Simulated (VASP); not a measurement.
Set up this calculation in VASP 6.6.1, as the native input.

| Quantity | Value |
| --- | --- |
| Task | band structure |
| Functional | LDA |
| Potentials or basis | VASP PAW LDA potentials, release 64 (Cd, S) |
| Cutoff | 520 eV |
| k mesh | 8 × 8 × 8 |
| Occupations | gaussian, width 0.03 eV |
| Spin | no spin polarisation |
| Further INCAR settings | ALGO = Normal; EDIFF = 1e-06; NBANDS = 16 |

The structure of CdS (Hawleyite) lies in POSCAR:

```
CdS                                     
1.0
    0.0000000000      2.9176352628      2.9176352628
    2.9176352628      0.0000000000      2.9176352628
    2.9176352628      2.9176352628      0.0000000000
  Cd              S             
     1     1
Direct
     1.0000000000000000    1.0000000000000000    1.0000000000000000
     0.2500000000000000    0.2500000000000000    0.2500000000000000
```

These files were run (other wordings do the same):

INCAR

```
SYSTEM = CdS
ALGO     = Normal         ! electronic algorithm
EDIFF    = 1E-6           ! SCF threshold, eV
ENCUT    = 520            ! plane-wave cutoff, eV
GGA      = CA             ! functional
ISIF     = 2              ! what is computed and relaxed
ISMEAR   = 0              ! smearing method
LASPH    = .TRUE.         ! aspherical terms in the spheres
LCHARG   = .FALSE.        ! write CHGCAR
LREAL    = .FALSE.        ! projectors in reciprocal space
LWAVE    = .FALSE.        ! write WAVECAR
NBANDS   = 16             ! bands
NELM     = 80             ! most SCF steps
PREC     = Accurate       ! precision mode
SIGMA    = 0.03           ! smearing width, eV
```

KPOINTS

```
k-points
0
G
  8 8 8
  0 0 0
```

KPOINTS_OPT

```
explicit points
252
Reciprocal
 0.0000000000  0.0000000000  0.0000000000 1
 0.0357142857  0.0000000000  0.0357142857 1
 0.0714285714  0.0000000000  0.0714285714 1
 0.1071428571  0.0000000000  0.1071428571 1
 0.1428571429  0.0000000000  0.1428571429 1
 0.1785714286  0.0000000000  0.1785714286 1
[... 244 lines left out ...]
 0.5114877500  0.0229755100  0.5114877500 1
 0.4885122500 -0.0229755100  0.4885122500 1
```

Potentials or basis: VASP PAW LDA potentials, release 64 (Cd, S).

Run with:

```sh
$ cat potpaw_LDA.64/Cd/POTCAR potpaw_LDA.64/S/POTCAR > POTCAR
$ mpirun -np 1 vasp_std > vasp.out
```

Results of the run:

- Pressure: -2.1 GPa
- Band gap on the k mesh: 0.89 eV, direct
- Band gap along the path: 0.89 eV, direct

It took 43 s on 1 thread of Intel(R) Xeon(R) 6975P-C (Granite Rapids), with other jobs on the host, peak memory 0.17 GiB.
